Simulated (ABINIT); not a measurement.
# A GW chain in ABINIT: SiC (Moissanite), part 2 of 3

Aim: the G0W0 gap of SiC (Moissanite) on PBE, step by step.

ABINIT 10.8.3; PBE and many-body steps on it, plane waves. Known limits of the many-body steps: not at the basis limit.

So far. Step 2 (Ground state): The gap is indirect, with the least direct gap 1.75 eV higher.

## 3. Bands along the symmetry lines

Level of this step: DFT, PBE, plane waves, norm-conserving pseudopotentials (ABINIT).

The cheap functional maps the bands first; the places of the edges decide which points the dearer methods must see.

run.abi reads:

```
acell 3*1.0 Angstrom
rprim 
  3.075999999976 0.000000000005 0.000000000000
  -1.537999999993 2.663894142018 0.000000000000
  0.000000000000 0.000000000000 5.048000000000
ntypat 2
znucl 14 6
natom 4
typat 1 1 2 2
xred 
  0.333333333333 0.666666666667 0.000000000000
  0.666666666667 0.333333333333 0.500000000000
  0.333333333333 0.666666666667 0.385000000000
  0.666666666667 0.333333333333 0.885000000000
pp_dirpath "pseudos"
pseudos "Si.upf, C.upf"
ecut 37
iscf -2
irdden 1
kptopt 0
nkpt 75
kpt 
  0.00000000 0.00000000 0.00000000
  0.06250000 0.00000000 0.00000000
  0.12500000 0.00000000 0.00000000
  0.18750000 0.00000000 0.00000000
  0.25000000 0.00000000 0.00000000
  0.31250000 0.00000000 0.00000000
  0.37500000 0.00000000 0.00000000
  0.43750000 0.00000000 0.00000000
  0.50000000 0.00000000 0.00000000
  0.47916667 0.04166667 0.00000000
  0.45833333 0.08333333 0.00000000
  0.43750000 0.12500000 0.00000000
  0.41666666 0.16666666 0.00000000
  0.39583333 0.20833333 0.00000000
  0.37500000 0.25000000 0.00000000
  0.35416666 0.29166666 0.00000000
  0.33333333 0.33333333 0.00000000
  0.29166666 0.29166666 0.00000000
  0.25000000 0.25000000 0.00000000
  0.20833333 0.20833333 0.00000000
  0.16666666 0.16666666 0.00000000
  0.12500000 0.12500000 0.00000000
  0.08333333 0.08333333 0.00000000
  0.04166667 0.04166667 0.00000000
  0.00000000 0.00000000 0.00000000
  0.00000000 0.00000000 0.06250000
  0.00000000 0.00000000 0.12500000
  0.00000000 0.00000000 0.18750000
  0.00000000 0.00000000 0.25000000
  0.00000000 0.00000000 0.31250000
  0.00000000 0.00000000 0.37500000
  0.00000000 0.00000000 0.43750000
  0.00000000 0.00000000 0.50000000
  0.06250000 0.00000000 0.50000000
  0.12500000 0.00000000 0.50000000
  0.18750000 0.00000000 0.50000000
  0.25000000 0.00000000 0.50000000
  0.31250000 0.00000000 0.50000000
  0.37500000 0.00000000 0.50000000
  0.43750000 0.00000000 0.50000000
  0.50000000 0.00000000 0.50000000
  0.47916667 0.04166667 0.50000000
  0.45833333 0.08333333 0.50000000
  0.43750000 0.12500000 0.50000000
  0.41666666 0.16666666 0.50000000
  0.39583333 0.20833333 0.50000000
  0.37500000 0.25000000 0.50000000
  0.35416666 0.29166666 0.50000000
  0.33333333 0.33333333 0.50000000
  0.29166666 0.29166666 0.50000000
  0.25000000 0.25000000 0.50000000
  0.20833333 0.20833333 0.50000000
  0.16666666 0.16666666 0.50000000
  0.12500000 0.12500000 0.50000000
  0.08333333 0.08333333 0.50000000
  0.04166667 0.04166667 0.50000000
  0.00000000 0.00000000 0.50000000
  0.50000000 0.00000000 0.50000000
  0.50000000 0.00000000 0.43750000
  0.50000000 0.00000000 0.37500000
  0.50000000 0.00000000 0.31250000
  0.50000000 0.00000000 0.25000000
  0.50000000 0.00000000 0.18750000
  0.50000000 0.00000000 0.12500000
  0.50000000 0.00000000 0.06250000
  0.50000000 -0.00000000 0.00000000
  0.33333333 0.33333333 0.50000000
  0.33333333 0.33333333 0.43750000
  0.33333333 0.33333333 0.37500000
  0.33333333 0.33333333 0.31250000
  0.33333333 0.33333333 0.25000000
  0.33333333 0.33333333 0.18750000
  0.33333333 0.33333333 0.12500000
  0.33333333 0.33333333 0.06250000
  0.33333333 0.33333333 0.00000000
istwfk *1
nband 15
nbdbuf 2
tolwfr 1e-08
nstep 40
prtwf 0
prtvol 0
indata_prefix "in"
outdata_prefix "out"
tmpdata_prefix "tmp"
```

Run with:

```console
OMP_NUM_THREADS=1 mpirun -n 8 abinit run.abi > log
```

Numbers of over 12 decimals in the logs are rounded to 6 here.

Output:

```text
.Version 10.8.3 of ABINIT. v10.8.2 released Aug 2026.

 Symmetries : space group P6_3 m c (#186); Bravais hP (primitive hexag.)
[... echo of the input left out ...]
== DATASET  1 ==================================================================
-   mpi_nproc: 8, omp_nthreads: 1 (-1 if OMP is not activated)

--- !DatasetInfo
iteration_state: {dtset: 1, }
dimensions: {natom: 4, nkpt: 75, mband: 15, nsppol: 1, nspinor: 1, nspden: 1, mpw: 3033, }
cutoff_energies: {ecut:  37.0, pawecutdg:  -1.0, }
electrons: {nelect:   1.60000000E+01, charge:   0.00000000E+00, occopt:   1.00000000E+00, tsmear:   1.00000000E-02, }

 Real(R)+Recip(G) space primitive vectors, cartesian coordinates (Bohr,Bohr^-1):
 R(1)=  5.8127976  0.0000000  0.0000000  G(1)=  0.1720342  0.0993240  0.0000000
 R(2)= -2.9063988  5.0340304  0.0000000  G(2)=  0.0000000  0.1986480  0.0000000
 R(3)=  0.0000000  0.0000000  9.5393375  G(3)=  0.0000000  0.0000000  0.1048291
 Unit cell volume ucvol=  2.7913818E+02 bohr^3
 Angles (23,13,12)=  9.00000000E+01  9.00000000E+01  1.20000000E+02 degrees

 getcut: wavevector=  0.0000  0.0000  0.0000  ngfft=  32  32  54
         ecut(hartree)=     37.000   => boxcut(ratio)=   2.01048

--- Pseudopotential description ------------------------------------------------
- Si Generated using ONCVPSP code by D. R. Hamann
- 14.00000   4.00000  171031                  znucl, zion, pspdat
12 -101130 2 -1 1510                          pspcod,pspxc,lmax,lloc,mmax
     nproj     2     2     2
  pspatm : epsatm=    9.34321561
         --- l  ekb(1:nproj) -->
             0    5.168965    0.829883
             1    2.571282    0.578307
             2   -2.427311   -0.488097
 pspatm: atomic psp has been read  and splines computed

- C Generated using ONCVPSP code by D. R. Hamann
-  6.00000   4.00000  171031                  znucl, zion, pspdat
12 -101130 1 -1 1248                          pspcod,pspxc,lmax,lloc,mmax
     nproj     2     2     0
  pspatm : epsatm=    4.31346680
         --- l  ekb(1:nproj) -->
[...]
pspatm: atomic psp has been read  and splines computed

--------------------------------------------------------------------------------

================================================================================
 prteigrs : about to open file out_EIG
 Non-SCF case, kpt    1 (  0.00000  0.00000  0.00000), residuals and eigenvalues=
  2.38E-09  2.87E-09  8.22E-09  1.38E-09  9.38E-09  2.51E-09  8.99E-09  3.53E-09
  5.47E-09  5.49E-09  7.64E-09  8.89E-09  8.82E-09  9.04E-09  7.26E-08
 -3.1576E-01 -1.8705E-01 -5.7430E-02  2.0511E-01  2.0511E-01  2.5223E-01
  2.5223E-01  2.6234E-01  4.3211E-01  4.8352E-01  5.0154E-01  5.0154E-01
[...]
Non-SCF case, kpt    2 (  0.06250  0.00000  0.00000), residuals and eigenvalues=
  2.69E-09  3.36E-09  5.36E-09  6.57E-09  5.77E-09  9.70E-09  7.08E-09  2.12E-09
[...]
Non-SCF case, kpt   74 (  0.33333  0.33333  0.06250), residuals and eigenvalues=
[...]
Non-SCF case, kpt   75 (  0.33333  0.33333  0.00000), residuals and eigenvalues=
[...]
-1.5000E-01 -1.5000E-01  7.3173E-03  2.3247E-02  2.3247E-02  1.1093E-01
  1.1381E-01  1.1381E-01  3.4794E-01  5.5576E-01  5.8007E-01  5.8007E-01
[...]
--- !ResultsGS
iteration_state: {dtset: 1, }
comment   : Summary of ground state results
lattice_vectors:
- [  5.8127976,   0.0000000,   0.0000000, ]
- [ -2.9063988,   5.0340304,   0.0000000, ]
- [  0.0000000,   0.0000000,   9.5393375, ]
lattice_lengths: [   5.81280,    5.81280,    9.53934, ]
lattice_angles: [ 90.000,  90.000, 120.000, ] # degrees, (23, 13, 12)
lattice_volume:   2.7913818E+02
convergence: {deltae:  0.000E+00, res2:  0.000E+00, residm:  9.995E-09, diffor:  0.000E+00, }
etotal    :  -2.05374939E+01
entropy   :   0.00000000E+00
fermie    :   2.62342056E-01
cartesian_stress_tensor: null
pressure_GPa: null
xred      :
- [  3.3333E-01,   6.6667E-01,   0.0000E+00, Si]
- [  6.6667E-01,   3.3333E-01,   5.0000E-01, Si]
- [  3.3333E-01,   6.6667E-01,   3.8500E-01,  C]
- [  6.6667E-01,   3.3333E-01,   8.8500E-01,  C]
cartesian_forces: null
force_length_stats: {min: null, max: null, mean: null, }

 Integrated electronic density in atomic spheres:
 ------------------------------------------------
 Atom  Sphere_radius  Integrated_density
[...]
================================================================================

 ----iterations are completed or convergence reached----

 Mean square residual over all n,k,spin=   52.724E-10; max=  99.955E-10
 reduced coordinates (array xred) for    4 atoms
[...]
0.333333333333      0.666666666667      0.385000000000
       0.666666666667      0.333333333333      0.885000000000

 cartesian coordinates (angstrom) at end:
    1     -3.33e-12     1.775929     0.000000
    2      1.538000     0.887965     2.524000
    3     -3.33e-12     1.775929     1.943480
    4      1.538000     0.887965     4.467480
 length scales=  1.889726125908  1.889726125908  1.889726125908 bohr
              =  1.000000000000  1.000000000000  1.000000000000 angstroms
 prteigrs : about to open file out_EIG
 Eigenvalues (hartree) for nkpt=  75  k points:
 kpt#   1, nband= 15, wtk=  1.00000, kpt=  0.0000  0.0000  0.0000 (reduced coord)
[...]
kpt#   2, nband= 15, wtk=  1.00000, kpt=  0.0625  0.0000  0.0000 (reduced coord)
[...]
kpt#   3, nband= 15, wtk=  1.00000, kpt=  0.1250  0.0000  0.0000 (reduced coord)
[...]
kpt#  74, nband= 15, wtk=  1.00000, kpt=  0.3333  0.3333  0.0625 (reduced coord)
  -0.14965   -0.14965    0.00797    0.02019    0.02019    0.10915    0.11778    0.11778
   0.35100    0.55529    0.56756    0.56756    0.61408    0.61408    0.68829
 kpt#  75, nband= 15, wtk=  1.00000, kpt=  0.3333  0.3333  0.0000 (reduced coord)
  -0.15000   -0.15000    0.00732    0.02325    0.02325    0.11093    0.11381    0.11381
   0.34794    0.55576    0.58007    0.58007    0.60707    0.60707    0.68412

== END DATASET(S) ==============================================================
================================================================================

 -outvars: echo values of variables after computation  --------
            nband          15
             nkpt          75
          spgroup         186
 [... the other variables as echoed above ...]

 Calculation completed.
```

The job ended after 5.6 s (8 MPI ranks of Intel Xeon 6975P-C (Granite Rapids), shared host; peak memory 0.63 GiB; 43 s of CPU time).

This step gave:

* gap: 2.329 eV
* k of the valence top: 0, 0, 0
* k of the conduction bottom: 0.3333, 0.3333, 0
* least direct gap: 4.083 eV

The gap is 2.329 eV, as in the run before at this level.

Electronic bands along the path, in eV, zero at the top of the highest filled band; v1 is the highest filled band, c1 the lowest empty one:

| point | v4 | v3 | v2 | v1 | c1 | c2 | c3 | c4 |
| --- | --- | --- | --- | --- | --- | --- | --- | --- |
| Γ | -1.56 | -0.28 | -0.28 | 0.00 | 4.62 | 6.02 | 6.51 | 6.51 |
| halfway | -3.22 | -2.75 | -0.93 | -0.90 | 3.89 | 5.73 | 6.97 | 7.71 |
| M | -5.44 | -3.55 | -3.26 | -1.49 | 2.60 | 4.20 | 6.75 | 7.21 |
| halfway | -5.48 | -4.79 | -3.34 | -2.83 | 3.26 | 4.96 | 7.50 | 8.29 |
| K | -6.51 | -4.12 | -4.04 | -4.04 | 2.33 | 7.98 | 8.65 | 8.65 |
| halfway | -4.36 | -3.07 | -1.73 | -1.17 | 5.10 | 5.66 | 6.81 | 6.96 |
| Γ | -1.56 | -0.28 | -0.28 | 0.00 | 4.62 | 6.02 | 6.51 | 6.51 |
| halfway | -1.39 | -1.39 | -0.49 | -0.49 | 4.90 | 6.63 | 6.63 | 6.85 |
| A | -0.97 | -0.97 | -0.97 | -0.97 | 5.71 | 5.71 | 7.17 | 7.17 |
| halfway | -3.07 | -3.07 | -1.96 | -1.96 | 4.36 | 4.36 | 7.13 | 7.13 |
| L | -2.69 | -2.69 | -2.34 | -2.34 | 3.17 | 3.17 | 5.00 | 5.00 |
| halfway | -4.46 | -4.46 | -1.95 | -1.95 | 4.12 | 4.12 | 6.12 | 6.12 |
| H | -5.86 | -5.86 | -1.75 | -1.75 | 4.82 | 4.82 | 5.97 | 5.97 |
| halfway | -3.19 | -3.19 | -2.64 | -2.64 | 5.03 | 5.03 | 7.34 | 7.34 |
| A | -0.97 | -0.97 | -0.97 | -0.97 | 5.71 | 5.71 | 7.17 | 7.17 |
| jump to L | -2.69 | -2.69 | -2.34 | -2.34 | 3.17 | 3.17 | 5.00 | 5.00 |
| halfway | -4.17 | -3.32 | -2.34 | -1.90 | 2.93 | 3.18 | 6.41 | 6.84 |
| M | -5.44 | -3.55 | -3.26 | -1.49 | 2.60 | 4.20 | 6.75 | 7.21 |
| jump to H | -5.86 | -5.86 | -1.75 | -1.75 | 4.82 | 4.82 | 5.97 | 5.97 |
| halfway | -6.66 | -4.76 | -2.85 | -2.85 | 3.52 | 6.34 | 6.34 | 7.68 |
| K | -6.51 | -4.12 | -4.04 | -4.04 | 2.33 | 7.98 | 8.65 | 8.65 |

## 4. Empty states on the mesh, 6×6×4 mesh, 167 bands

The sums over transitions need many empty states on a uniform mesh; this step solves for them.

run.abi reads:

```
acell 3*1.0 Angstrom
rprim 
  3.075999999976 0.000000000005 0.000000000000
  -1.537999999993 2.663894142018 0.000000000000
  0.000000000000 0.000000000000 5.048000000000
ntypat 2
znucl 14 6
natom 4
typat 1 1 2 2
xred 
  0.333333333333 0.666666666667 0.000000000000
  0.666666666667 0.333333333333 0.500000000000
  0.333333333333 0.666666666667 0.385000000000
  0.666666666667 0.333333333333 0.885000000000
pp_dirpath "pseudos"
pseudos "Si.upf, C.upf"
ecut 37
ngkpt 6 6 4
nshiftk 1
shiftk 0 0 0
kptopt 1
chksymbreak 0
irdden 1
istwfk *1
nband 167
prtvol 0
optdriver 6
gwr_task "HDIAGO"
paral_kgb 0
occopt 1
indata_prefix "in"
outdata_prefix "out"
tmpdata_prefix "tmp"
```

Output:

```text
[banner, memory and clock lines left out]
.Version 10.8.3 of ABINIT. v10.8.2 released Aug 2026.

 Symmetries : space group P6_3 m c (#186); Bravais hP (primitive hexag.)
[... echo of the input left out ...]
== DATASET  1 ==================================================================
-   mpi_nproc: 8, omp_nthreads: 1 (-1 if OMP is not activated)

--- !DatasetInfo
iteration_state: {dtset: 1, }
dimensions: {natom: 4, nkpt: 21, mband: 167, nsppol: 1, nspinor: 1, nspden: 1, mpw: 3018, }
cutoff_energies: {ecut:  37.0, pawecutdg:  -1.0, }
electrons: {nelect:   1.60000000E+01, charge:   0.00000000E+00, occopt:   1.00000000E+00, tsmear:   1.00000000E-02, }

.Using double precision arithmetic; gwpc =  8

- Reading GS density from: in_DEN

--- Pseudopotential description ------------------------------------------------
- Si Generated using ONCVPSP code by D. R. Hamann
- 14.00000   4.00000  171031                  znucl, zion, pspdat
12 -101130 2 -1 1510                          pspcod,pspxc,lmax,lloc,mmax
     nproj     2     2     2
  pspatm : epsatm=    9.34321561
         --- l  ekb(1:nproj) -->
             0    5.168965    0.829883
             1    2.571282    0.578307
             2   -2.427311   -0.488097
 pspatm: atomic psp has been read  and splines computed

- C Generated using ONCVPSP code by D. R. Hamann
-  6.00000   4.00000  171031                  znucl, zion, pspdat
12 -101130 1 -1 1248                          pspcod,pspxc,lmax,lloc,mmax
     nproj     2     2     0
  pspatm : epsatm=    4.31346680
         --- l  ekb(1:nproj) -->
             0    6.481548    0.385504
             1   -4.199961   -0.877517
 pspatm: atomic psp has been read  and splines computed

   4.37013837E+02                                ecore*ucvol(ha*bohr**3)

 Total charge density [el/Bohr^3]
)     Maximum=    2.8092E-01  at reduced coord.    0.7813    0.4063    0.9074
)     Minimum=    1.9281E-03  at reduced coord.    0.3125    0.6563    0.0000
   Integrated=    1.6000E+01

 === KS gaps after direct diagonalization ===
 Indirect band gap semiconductor
 Fundamental gap:     2.329 (eV)
   VBM:     7.139 (eV) at k: [ 0.0000E+00,  0.0000E+00,  0.0000E+00]
   CBM:     9.468 (eV) at k: [ 3.3333E-01,  3.3333E-01,  0.0000E+00]
 Direct gap:         4.083 (eV) at k: [ 5.0000E-01,  0.0000E+00,  0.0000E+00]

== END DATASET(S) ==============================================================

 -outvars: echo values of variables after computation  --------
           etotal      0.0000000000E+00
            nband         167
             nkpt          21
          spgroup         186
 [... the other variables as echoed above ...]

 Calculation completed.
```

Run time: 34 s. Hardware: 8 MPI ranks; peak memory 4.4 GiB.

This step gave:

* gap: 2.329 eV
* k of the valence top: 0, 0, 0
* k of the conduction bottom: 0.3333, 0.3333, 0
* least direct gap: 4.083 eV
* k points computed: 21
* lowest point of the top converged band, above the valence top: 121.0657 eV

On this mesh the gap is 2.329 eV.

## 5. Screening, 6×6×4 mesh, 159 bands, screening to 195.9 eV

The RPA dielectric matrix is built and inverted for each q.

This step: RPA screening on PBE, plane waves, norm-conserving pseudopotentials.

run.abi: that of step 4 with these lines changed.

```diff
@@ -22,10 +22,11 @@
 chksymbreak 0
-irdden 1
 istwfk *1
-nband 167
-prtvol 0
-optdriver 6
-gwr_task "HDIAGO"
-paral_kgb 0
 occopt 1
+irdwfk 1
+optdriver 3
+nband 159
+ecuteps 7.2
+inclvkb 2
+awtr 1
+symchi 1
 indata_prefix "in"
```

Output:

```text
.Version 10.8.3 of ABINIT. v10.8.2 released Aug 2026.

 Symmetries : space group P6_3 m c (#186); Bravais hP (primitive hexag.)
[... echo of the input left out ...]
== DATASET  1 ==================================================================
-   mpi_nproc: 8, omp_nthreads: 1 (-1 if OMP is not activated)

--- !DatasetInfo
iteration_state: {dtset: 1, }
dimensions: {natom: 4, nkpt: 21, mband: 159, nsppol: 1, nspinor: 1, nspden: 1, mpw: 3018, }
cutoff_energies: {ecut:  37.0, pawecutdg:  -1.0, }
electrons: {nelect:   1.60000000E+01, charge:   0.00000000E+00, occopt:   1.00000000E+00, tsmear:   1.00000000E-02, }

 SCREENING: Calculation of the susceptibility and dielectric matrices

 Based on a program developped by R.W. Godby, V. Olevano, G. Onida, and L. Reining.
 Incorporated in ABINIT by V. Olevano, G.-M. Rignanese, and M. Torrent.
.Using double precision arithmetic ; gwpc =  8

[... cell and pseudopotentials left out ...]
--------------------------------------------------------------------------------

 ==== K-mesh for the wavefunctions ====
 Number of points in the irreducible wedge :    21
[... list of points left out ...]
 Together with 12 symmetry operations and time-reversal symmetry
 yields   144 points in the full Brillouin Zone.

 ==== Q-mesh for the screening function ====
 Number of points in the irreducible wedge :    21
[... list of points left out ...]
 Together with 12 symmetry operations and time-reversal symmetry
 yields   144 points in the full Brillouin Zone.

 setmesh: FFT mesh size selected  =    20x   20x   40
          total number of points  =        16000

 vcoul_init : cutoff-mode = AUXILIARY_FUNCTION
 q-points for optical limit:   1
     1)      0.000010    0.000020    0.000030

- screening: taking advantage of time-reversal symmetry
- Maximum band index for partially occupied states nbvw = 8
- Remaining bands to be divided among processors   nbcw = 151
- Number of bands treated by each node ~18

 Number of electrons calculated from density =   16.0000; Expected =   16.0000
 average of density, n =  0.057319
 r_s =    1.6089
 omega_plasma =   23.0944 [eV]

 calculating chi0 at frequencies [eV] :
  1    0.000000E+00    0.000000E+00
  2    0.000000E+00    2.309436E+01

--------------------------------------------------------------------------------
  q-point number  1        q = ( 0.000000, 0.000000, 0.000000) [r.l.u.]
--------------------------------------------------------------------------------
[... chi0 elements left out ...]
 For q-point:  0.000010 0.000020 0.000030
  dielectric constant =   6.8432
  dielectric constant without local fields =   7.4943

  Average fulfillment of the sum rule on Im[epsilon] for q-point    1 :     90.63  [%]
[... wings left out ...]
  q-point number  2        q = ( 0.166667, 0.000000, 0.000000) [r.l.u.]
--------------------------------------------------------------------------------
[... chi0 elements left out ...]
  Average fulfillment of the sum rule on Im[epsilon] for q-point    2 :     94.33  [%]

 [... 19 further q-points ...]
```

Elapsed: 63 s, on 8 MPI ranks; peak memory 2.1 GiB; 8.3 min of CPU time.

This step gave:

| Quantity | Value |
| --- | --- |
| ε∞ with local fields, on this mesh, along the program's q direction | 6.843 |
| the same without local fields | 7.494 |
| plasma frequency | 23.09 eV |
| plane waves in the screening matrix | 251 |

Local fields lower ε∞ by 9 %.

(Continued in part 3 of 3.)

[Paths, hosts, dates, memory and timing lines, banners, echoed tables and standing remarks are left out of the program output.]

[Logs are printed without paths, hosts, clocks, repeated set-up lines and the standing remarks that a program may print on its own settings, such as how far it seeks lower states.]

[Runs of the session that timed out or met a known fault of the program may be left out.]

[Hosts, paths, dates, database ids (printed as entryN), source tags and the programs' standing remarks are cut or masked in the printed files.]

[G0W0 gaps are taken among the corrected bands and points alone; a level outside them can change the order at an edge.]

[Where Ansatz stands beside ABINIT at settings called matched, ABINIT's density can come from a denser mesh and the files from another edition; pairs whose starting gaps differed by over 0.03 eV were left out, so agreement reads better than it is.]
